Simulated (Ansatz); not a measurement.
## ZnGeP2: response to strain

Base system: ZnGeP₂ in the chalcopyrite structure (space group I-42d, No. 122; a = 5.424 Å, c = 10.710 Å). Axes: x, y, z lie along a, b, c of the conventional cell.

Strains are applied to the cell and any free atomic positions relax.

Method: DFT with PBEsol, PAW potentials and a 420 eV plane-wave cutoff in Ansatz (a first-principles code), without spin-orbit coupling.

```csv
change,electron mass,smallest direct gap,shortest interatomic distance
base,–,1.24 eV,2.334 Å
uniaxial strain ε_xx = +0.75 %,"0.98 mₑ along y, 0.27 mₑ across (off the special points)",1.23 eV,2.338 Å
uniaxial strain ε_xx = +1.50 %,"0.95 mₑ along y, 0.27 mₑ across (off the special points)",1.22 eV,2.342 Å
uniaxial strain ε_xx = +2.25 %,"0.95 mₑ along y, 0.27 mₑ across (off the special points)",1.19 eV,2.347 Å
uniaxial strain ε_xx = +3.00 %,"0.96 mₑ along y, 0.27 mₑ across (off the special points)",1.14 eV,2.351 Å
```

Effective masses come from finite differences of ±0.01 Å⁻¹. Stability against distortions was not tested. Labels are those of the standard path for the cell's own space group.
